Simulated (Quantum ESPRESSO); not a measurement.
MgO under changes of volume

One of the cells (11.804 Å³/atom); the others are scaled copies at fixed shape and fractional positions:

```xyz
4
Lattice="3.3078 0.0000 0.0000 -1.6539 2.8646 0.0000 0.0000 0.0000 4.9829" Properties=species:S:1:pos:R:3 pbc="T T T"
Mg    1.6539    0.9549    2.5022
Mg    0.0000    1.9098    0.0108
O     1.6539    0.9549    4.4968
O     0.0000    1.9098    2.0053
```

Measurements of this composition are mostly on another form, of space group No. 225.

* Program: Quantum ESPRESSO 7.5
* Functional: PBE
* Potentials or basis: SSSP 1.3 efficiency PBE
* Cutoff: 748 eV
* Density cutoff: 5987 eV
* k mesh: 9 × 9 × 6
* Occupations: fermi-dirac, width 0.05 eV
* Spin: no spin polarisation

```tsv
volume (Å³/atom)	energy over the lowest point (meV/atom)	pressure (GPa)	gap on the mesh (eV)	largest force (eV/Å)
11.096	36.85	12.3	3.82	0.060
11.332	20.99	8.9	3.70	0.036
11.568	?	?	?	?
11.804	2.99	3.1	3.47	0.006
12.040	0.00	0.6	3.36	0.025
12.276	0.51	-1.6	3.26	0.042
12.512	4.20	-3.7	3.16	0.058
```

Task: What does the run at 11.568 Å³/atom give?

Result: Energy over the lowest point 9.85 meV/atom; pressure 5.9 GPa; gap on the mesh 3.58 eV; largest force 0.015 eV/Å.

Worked out: A Birch-Murnaghan fit of order 3 (a polynomial in V^(-2/3)) to the other rows has its minimum at 12.12 Å³/atom with B0 = V·E''(V) = 118 GPa and B' = 4.1 at fixed shape and positions, which overstates the stiffness. It gives 9.85 meV/atom at 11.568 Å³/atom, against the run's 9.85, and -dE/dV = 6.1 GPa, against 5.9. A straight line through the other rows of the gap, of slope -5.51 eV per unit of ln V (its deformation potential), gives 3.59 eV, against the run's 3.58.

Energies are extrapolated to zero smearing.

Caveats: an odd mesh through Γ misses points on the zone boundary, where band edges often lie.
